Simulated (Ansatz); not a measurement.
# C₂H₄O₂ (singlet): from Hartree-Fock to the top rungs, STO-3G

The task here is to estimate one member of a computed series from the others.

Program: Ansatz 0.2.0, Gaussian basis. Level of theory: STO-3G, core rule «outside noble gas», up to 4 orbitals frozen. These are calculated values, not measurements.

Plan: UHF; CCSD(T) on RHF; CCSD(T) on UHF; BCCD(T) on RHF; CISD; CCSDT(Q) on RHF; CCSDT(Q) on UHF; CISDTQ; CCSDTQ on RHF; CCSDTQ on UHF; CASSCF and MRCISD+Q, 8 electrons in 8 orbitals; CASSCF and NEVPT2, 8 electrons in 8 orbitals.

18 further runs of the same task are left out: 18 set aside as unsound or not needed.

### The geometry

The geometry is an MP2(full)/6-31G* stationary point (not a proven minimum).

8 atoms, charge 0, spin multiplicity 1.

Atoms are counted from 1 here; the program's logs count them from 0.

Bond lengths: C1–O2 1.217 Å, C1–O3 1.361 Å, C1–C5 1.500 Å, O3–H4 0.979 Å, C5–H6 1.088 Å, C5–H7 1.092 Å, C5–H8 1.092 Å. Angles: O2–C1–O3 122.6°, O2–C1–C5 126.4°, O3–C1–C5 111.0°, C1–O3–H4 105.4°, C1–C5–H6 109.3°, C1–C5–H7 109.7°, C1–C5–H8 109.7°, H6–C5–H7 110.2°, H6–C5–H8 110.2°, H7–C5–H8 107.7°.

Set-up of the first run:

in.yaml reads:

```yaml
crystal:
  periodic: [false, false, false]
  atoms:
    - {symbol: C, position_ang: [0.034785, 0.102973, 0.000000]}
    - {symbol: O, position_ang: [0.201169, 1.308497, 0.000000]}
    - {symbol: O, position_ang: [-1.201664, -0.466623, 0.000000]}
    - {symbol: H, position_ang: [-1.832861, 0.281995, 0.000000]}
    - {symbol: C, position_ang: [1.108561, -0.944335, 0.000000]}
    - {symbol: H, position_ang: [2.082974, -0.459722, 0.000000]}
    - {symbol: H, position_ang: [1.003446, -1.579940, 0.881747]}
    - {symbol: H, position_ang: [1.003446, -1.579940, -0.881747]}
basis:
  gaussian: {orbitals: STO-3G}
magnetization: {spin_polarized: true, initial_magnetization: 0}
hamiltonian: {xc: hf}
output: {orbitals: {seedname: orbitals}}
```

On the command line:

```console
ansatz run in.yaml --threads 1 --pin off --events-out ev --progress --plain --max-ram 4096MiB --backend cpu
```

Among the steps run: UHF; CCSD(T) on RHF; CCSD(T) on UHF; BCCD(T) on RHF; CISD; CCSDT(Q) on RHF; CCSDT(Q) on UHF; CISDTQ; CCSDTQ on RHF; CCSDTQ on UHF; CASSCF and MRCISD+Q, 8 electrons in 8 orbitals; CASSCF and NEVPT2, 8 electrons in 8 orbitals.

One table of the session follows, with a row left open; its other results are not shown here.

```
           method  from RCCSDTQ (meV)
              RHF             +6878.7
              UHF             +6851.6
             RMP2             +1324.2
             CISD              +800.9
            RCCSD              +220.9
         RCCSD(T)               +34.4
          BCCD(T)               +32.3
           RCCSDT                +7.2
           CISDTQ               +57.1
        RCCSDT(Q)                +0.1
          RCCSDTQ                   0
  CASSCF frontier             +3511.0
  NEVPT2 frontier                   ?
  MRCISD frontier              +277.7
MRCISD+Q frontier               +55.2
```

Estimate the missing values for NEVPT2 frontier.

As computed: from RCCSDTQ (meV): +1039.5. In the column «from RCCSDTQ (meV)» it lies between CISD (+800.9) and RMP2 (+1324.2).
